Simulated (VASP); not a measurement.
**W: relaxation of the atoms with PBE+D3(BJ)**

The system is W.

```xyz
1
Lattice="-1.5478 1.5478 1.5478 1.5478 -1.5478 1.5478 1.5478 1.5478 -1.5478" Properties=species:S:1:pos:R:3 pbc="T T T"
W     0.0000    0.0000    0.0000
```

The cell isn't the ideal one: a relaxed cell with its volume scaled by 0.94.

```json
{"Program": "VASP 6.6.1", "Task": "relaxation of the atoms", "Functional": "PBE", "Dispersion": "D3(BJ)", "Potentials or basis": "VASP PAW PBE potentials, release 64 (W_sv)", "Cutoff": "600 eV", "k mesh": "16 × 16 × 16", "Occupations": "methfessel-paxton, width 0.1 eV", "Spin": "no spin polarisation", "Further INCAR settings": "ALGO = Fast; EDIFF = 1e-07; IBRION = 2; EDIFFG = -0.01; NSW = 40"}
```

```yaml
Pressure_after_relaxing: 22.8 GPa
Band_gap_on_the_k_mesh: none (metal or under the smearing width)
Dispersion_energy_per_atom: -0.745 eV
```

Final structure:
```
W
1.0
    -1.54783    1.54783    1.54783
     1.54783   -1.54783    1.54783
     1.54783    1.54783   -1.54783
W
1
Direct
  0.00000 0.00000 0.00000
```

Levels at points of the mesh, in eV from the Fermi level:
| k point | band 3 | band 4 | band 5 | band 6 | band 7 | band 8 | band 9 | band 10 | band 11 |
| --- | --- | --- | --- | --- | --- | --- | --- | --- | --- |
| (0.00, 0.00, 0.00) | -37.60 | -37.60 | -10.04 | -1.39 | -1.39 | -1.39 | 2.38 | 2.38 | 14.62 |
| (0.50, 0.00, 0.00) | -38.11 | -37.61 | -6.77 | -3.95 | 0.90 | 2.32 | 3.38 | 6.73 | 11.61 |
| (0.50, 0.50, 0.50) | -38.70 | -38.70 | -6.44 | -6.44 | 5.62 | 5.62 | 5.62 | 8.77 | 8.77 |

It took 20 s on 1 thread of Intel(R) Xeon(R) Platinum 8488C (Sapphire Rapids) (shared host), peak memory 0.17 GiB.

Caveat: the relaxation stopped at its first step, so nothing moved; pairwise dispersion overbinds metals, which lowers pressure and volume. Spin-orbit coupling is left out, which matters for the levels of W.
